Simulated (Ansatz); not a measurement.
Crystal: Hf.

```
Hf
1.0
     3.19670    0.00000    0.00000
    -1.59835    2.76842    0.00000
     0.00000    0.00000    5.05780
Hf
2
Direct
  0.66667 0.33333 0.75000
  0.33333 0.66667 0.25000
```

* Program: Ansatz 0.2.0
* Task: relaxation of cell and atoms
* Functional: revPBE
* Potentials or basis: all-electron LAPW, scalar-relativistic
* Basis error allowed: 0.001 eV/atom
* k mesh: 10 × 10 × 5
* Occupations: fermi-dirac, width 0.05 eV
* Spin: no spin polarisation

At the start: volume 22.38 Å³/atom.

Where does the relaxation end?

Over 4 steps the energy falls by 4.7 meV/atom and the volume is 22.95 Å³/atom (+2.6 %); space group P6_3/mmc (No. 194, to 0.05 Å).

The path:
```tsv
step	energy change (eV)	largest force (eV/Å)	volume (Å³)
1	0.0000	0.0000	44.76
2	-0.0095	0.0000	45.95
3	-0.0095	0.0000	45.90
4	-0.0095	0.0000	45.90
```

Final structure:
```yaml
crystal:
  lattice:
    - [3.22734, 0.00000, 0.00000]
    - [-1.61367, 2.79496, 0.00000]
    - [0.00000, 0.00000, 5.08886]
  atoms:
    - { symbol: Hf, position: [0.66667, 0.33333, 0.75000] }
    - { symbol: Hf, position: [0.33333, 0.66667, 0.25000] }
```
